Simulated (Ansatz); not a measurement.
input.yaml

```yaml
crystal:
  lattice:
    - [0.0, 2.0013594749, 2.0013594749]
    - [2.0013594749, 0.0, 2.0013594749]
    - [2.0013594749, 2.0013594749, 0.0]
  atoms:
    - { symbol: Li, position: [0.0, 0.0, 0.0] }
basis:
  ecutwfc: 420
kpoints:
  mp_grid: { grid: [18, 18, 18] }
hamiltonian:
  xc: pbe
  dispersion: d3bj
scf:
  occupations: { method: gaussian, width: 0.1 }
output:
  forces: true
  stress: true
  eigenvalues: true
```

Run as
```bash
ansatz run input.yaml --threads 1 --pin off --max-ram 2560MiB --backend cpu --events-out ev --progress --plain --runs-dir out
```

The calculation used DFT PBE+D3(BJ), scalar-relativistic, plane waves, PAW in Ansatz.

From the run's log, abridged (iterations and final results):

```
SCF iter   1: F=—  HF=-204.853942 eV  |F-HF|=—  |Δ(HF+E_count)|=         —  Δρ=2.07e-4  dr2=2.20e-6  ethr=1.77e-3  ⟨swp⟩=4.1  Hψ=8930  notcnv=0
SCF iter   2: F=—  HF=-204.853937 eV  |F-HF|=—  |Δ(HF+E_count)|=   5.66e-6  Δρ=1.04e-4  dr2=5.68e-7  ethr=7.32e-8  ⟨swp⟩=2.0  Hψ=3045  notcnv=0
SCF iter   3: F=-204.853935 eV  HF=-204.853935 eV  |F-HF|=3.00e-9  |Δ(HF+E_count)|=   1.98e-6  Δρ=6.20e-6  dr2=3.83e-9  ethr=1.89e-8  ⟨swp⟩=2.0  Hψ=1408  notcnv=0
SCF iter   4: F=-204.853935 eV  HF=-204.853935 eV  |F-HF|=3.02e-10  |Δ(HF+E_count)|=   1.27e-9  Δρ=1.94e-6  dr2=2.33e-10  ethr=1.28e-10  ⟨swp⟩=2.0  Hψ=1405  notcnv=0
SCF iter   5: F=-204.853935 eV  HF=-204.853935 eV  |F-HF|=4.12e-12  |Δ(HF+E_count)|=  2.20e-10  Δρ=3.25e-7  dr2=6.80e-12  ethr=7.77e-12  ⟨swp⟩=2.0  Hψ=1405  notcnv=0
SCF iter   6: F=-204.853935 eV  HF=-204.853935 eV  |F-HF|=8.53e-14  |Δ(HF+E_count)|=  2.81e-12  Δρ=2.37e-8  dr2=4.64e-14  ethr=1.00e-12  ⟨swp⟩=1.7  Hψ=3557  notcnv=0
SCF 1 converged in 6 iterations: F = -204.853935 eV  dr2 = 4.64e-14
SCF converged after 6 iterations
Free energy (F): -204.853935 eV
Harris-Foulkes:  -204.853935 eV  (|F-HF|=8.53e-14)
Internal energy: -204.852552 eV  (E = F + TS)
E sigma→0 (E₀):  -204.853243 eV
Entropy (-TS):   -0.001383 eV (-1.383 meV/atom)
Fermi energy:    1.855486 eV
--- Per-component energies (eV) ---
  E_band       = -88.136285
  E_kinetic    = 22.100312
  E_local      = -124.770913  (includes V_loc(G=0)·N_el)
  E_nonlocal   = -33.124064
  E_hartree    = 36.881634
  E_xc         = -10.457688
  E_vxc        = -13.477514  (∫ρ·V_xc dr)
  E_paw        = -21.044899  (= ΣΔE_a)
  E_vpaw       = -12.627362  (= ΣTr[D̂ρ^β])
  E_aug_tail   = -0.000010  (compensation charges beyond the density's cutoff)
  E_ewald      = -74.222485
  E_disp       = -0.214439  (pairwise vdW)
  E_smearing   = -0.001383  (= −TS)
--- Forces (eV/Å), atoms counted from 1 ---
  atom   1  Li     0.00000000     0.00000000     0.00000000
--- Stress (GPa, compression-positive) ---
        2.487336       0.000000       0.000000
        0.000000       2.487336       0.000000
        0.000000       0.000000       2.487336
  P = ⅓ Tr σ = 2.4873 GPa (24.873 kbar)
--- Band table (eV; the first three rows and the last of 195) ---
  k-point 0: bands = ["-44.2893", "-2.0002", "18.7943", "18.7943", "18.7943", "23.0365"]
  k-point 1: bands = ["-44.2880", "-1.9410", "18.0212", "18.6295", "18.6295", "22.3280"]
  k-point 2: bands = ["-44.2841", "-1.7631", "16.2468", "18.2478", "18.2478", "22.1858"]
  k-point 194: bands = ["-44.2307", "5.3917", "6.4108", "6.8748", "12.7014", "21.7938"]
```

The run converged.

The run took 1.2 s on 1 thread of Arm Neoverse V1, with other jobs on the host, peak memory 0.25 GiB.